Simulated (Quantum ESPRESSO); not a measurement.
# Hf: phonons with vdW-DF-cx

Hf:

```
Hf
1.0
     3.19670    0.00000    0.00000
    -1.59835    2.76842    0.00000
     0.00000    0.00000    5.05780
Hf
2
Cartesian
  1.5984 0.9228 3.7934
  0.0000 1.8456 1.2645
```

```yaml
Program: Quantum ESPRESSO 7.5
Task: phonons
Functional: vdW-DF-cx
Potentials_or_basis: PseudoDojo 0.4.1 SR PBE standard
Cutoff: 789 eV
Density_cutoff: 3157 eV
k_mesh: 8 × 8 × 4
Occupations: cold, width 0.2 eV
Spin: no spin polarisation
Mixing_beta: 0.5
Most_SCF_iterations: 120
SCF_threshold: 4e-10 Ry
```

```yaml
Relaxed_volume: 21.68 Å³/atom
Relaxed_cell: a = 3.165 Å, b = 3.165 Å, c = 4.998 Å, α = 90.00°, β = 90.00°, γ = 120.00°
Space_group_after_relaxing_to_0.05_Å: P6_3/mmc (No. 194)
Pressure_after_relaxing: 0.0 GPa
Band_gap_on_the_k_mesh: none (metal or under the smearing width)
Highest_phonon_frequency_at_Γ: 129 cm⁻¹
```

Step by step:
| step | energy change (eV) | largest force (eV/Å) | pressure (GPa) | volume (Å³) |
| --- | --- | --- | --- | --- |
| 1 | 0.0000 | 0.0000 | -3.55 | 44.76 |
| 2 | -0.0130 | 0.0000 | -1.58 | 43.96 |
| 3 | -0.0160 | 0.0000 | 0.08 | 43.33 |
| 4 | -0.0160 | 0.0000 | 0.00 | 43.36 |
| 5 | -0.0160 | 0.0000 | 0.00 | 43.36 |
| 6 | -0.0160 | 0.0000 | 0.00 | 43.36 |
| 7 | -0.0160 | 0.0000 | 0.00 | 43.36 |

Final structure:
```
Hf
1.0
     3.16496    0.00000    0.00000
    -1.58248    2.74094    0.00000
     0.00000    0.00000    4.99811
Hf
2
Direct
  0.66667 0.33333 0.75000
  0.33333 0.66667 0.25000
```

Levels at points of the mesh, in eV from the Fermi level:
| k point | band 8 | band 9 | band 10 | band 11 | band 12 | band 13 | band 14 | band 15 | band 16 | band 17 |
| --- | --- | --- | --- | --- | --- | --- | --- | --- | --- | --- |
| (0.00, 0.00, 0.00) | -30.01 | -7.52 | -3.86 | 0.78 | 1.11 | 1.11 | 1.42 | 1.97 | 1.97 | 2.62 |
| (0.00, 0.00, -0.50) | -30.09 | -5.48 | -5.48 | 0.10 | 0.10 | 0.99 | 0.99 | 0.99 | 0.99 | 4.89 |
| (0.00, -0.50, 0.00) | -30.12 | -3.45 | -2.92 | -2.37 | -0.77 | 0.70 | 0.88 | 1.70 | 6.02 | 6.56 |
| (0.00, -0.50, -0.50) | -30.24 | -3.56 | -3.56 | -1.09 | -1.09 | 1.28 | 1.28 | 2.65 | 2.65 | 6.25 |

Phonon frequencies in cm⁻¹ (negative: imaginary):
| q point | frequencies |
| --- | --- |
| (0.000, 0.000, 0.000) | 7 7 7 78 78 129 |

Optical modes at Γ, degenerate ones joined:
| cm⁻¹ | components | symmetry | active in |
| --- | --- | --- | --- |
| 78 | 2 | E2g | Raman |
| 129 | 1 | B1g | silent |

Run time: 3.2 min on 4 MPI ranks on Arm Neoverse V1, with other jobs on the host, peak memory 0.56 GiB a rank.

Caveat: the mesh is thin for the phonons of a metal; the potentials were made for another functional, which shifts forces and pressure. Spin-orbit coupling is left out, which matters for the levels of Hf.
